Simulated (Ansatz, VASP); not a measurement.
## One calculation of Si, two programs

Contents of INCAR:

```
SYSTEM = Si
ALGO = Normal ; EDIFF = 1E-7
ENCUT = 520 ; GGA = CA
ISIF = 2 ; ISMEAR = 0
LASPH = .TRUE. ; LCHARG = .FALSE.
LREAL = .FALSE. ; LWAVE = .FALSE.
NBANDS = 11 ; NELM = 60
PREC = Accurate ; SIGMA = 0.05
```

The input KPOINTS:

```
k-points
0
G
  12 12 12
  0 0 0
```

File POSCAR:

```
Si
1.0
    0.0000000000      2.6892734683      2.5932664055
    2.6892734683      0.0000000000      2.5932664055
    2.6892734683      2.6892734683      0.0000000000
Si
2
Direct
    0.5000000000      0.5000000000      0.5000000000
    0.7500000000      0.7500000000      0.7500000000
```

Input for Ansatz:

```yaml
crystal:
  lattice:
    - [0.0, 2.6892734683, 2.5932664055]
    - [2.6892734683, 0.0, 2.5932664055]
    - [2.6892734683, 2.6892734683, 0.0]
  atoms:
    - { symbol: Si, position: [0.5, 0.5, 0.5] }
    - { symbol: Si, position: [0.75, 0.75, 0.75] }
basis:
  ecutwfc: 420
kpoints:
  mp_grid: { grid: [12, 12, 12] }
hamiltonian:
  xc: lda
  pseudopotentials: { kind: paw, azcp: { folder: soft_1 } }
scf:
  occupations: { method: gaussian, width: 0.05 }
output:
  forces: true
  stress: true
  eigenvalues: true
  write_density: true
  write_potential: true
  elf: true
  volumetric_format: npy
```

Alike in both runs: task single point; functional LDA; k mesh 12 × 12 × 12; occupations gaussian, width 0.05 eV; no spin polarisation.

|  | VASP | Ansatz |
| --- | --- | --- |
| version | VASP 6.6.1 | Ansatz 0.2.0 |
| potentials or method | VASP PAW LDA potentials, release 64 (Si) | scalar-relativistic, plane waves, PAW |
| plane-wave cutoff (eV) | 520 | 420 |
| valence electrons in the cell | 8 | 8 |

```tsv
	VASP	Ansatz	Ansatz less VASP
gap on the k mesh at the Fermi level (eV)	none	none	-
pressure (GPa)	5.3	5.2	-0.07
largest component of the traceless stress (GPa)	2.12	2.12	+0.002
```

A gap of «none» marks a metal or a gap that the smearing closes. Ansatz warned: «pseudo_functional_mismatch».
